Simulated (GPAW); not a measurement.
## Pd: Fermi surface with WC

The system is Pd.

```
Pd
1.0
     0.00000    1.94650    1.94650
     1.94650    0.00000    1.94650
     1.94650    1.94650    0.00000
Pd
1
Direct
  0.00000 0.00000 0.00000
```

```yaml
Program: GPAW 26.7.0
Task: Fermi surface
Functional: WC
Potentials_or_basis: PAW data sets generated in the run's folder for this functional
Cutoff: 600 eV
Basis: pw
k_mesh: 12 × 12 × 12
Occupations: fermi-dirac, width 0.05 eV
Spin: no spin polarisation
Maxiter: 150
Fermi_k_mesh: 18 × 18 × 18
```

```
Pressure               : -1.1 GPa
Band gap on the k mesh : none (metal or under the smearing width)
```

Levels at points of the mesh, in eV from the Fermi level:
| k point | band 4 | band 5 | band 6 | band 7 | band 8 | band 9 | band 10 | band 11 | band 12 | band 13 |
| --- | --- | --- | --- | --- | --- | --- | --- | --- | --- | --- |
| (0.00, 0.00, 0.00) | -7.19 | -2.83 | -2.83 | -2.83 | -1.21 | -1.21 | 17.48 | 22.47 | 22.47 | 22.47 |
| (0.50, 0.50, 0.00) | -5.39 | -5.10 | -0.03 | 0.31 | 0.31 | 3.28 | 10.74 | 13.42 | 13.42 | 21.52 |
| (0.50, 0.50, 0.50) | -5.30 | -2.88 | -2.88 | 0.00 | 0.00 | 0.96 | 7.29 | 16.78 | 21.91 | 21.91 |

Run time: 17 s on 1 thread of AMD EPYC 9R45 96-Core Processor (Zen 5), on a shared host, peak memory 0.19 GiB.
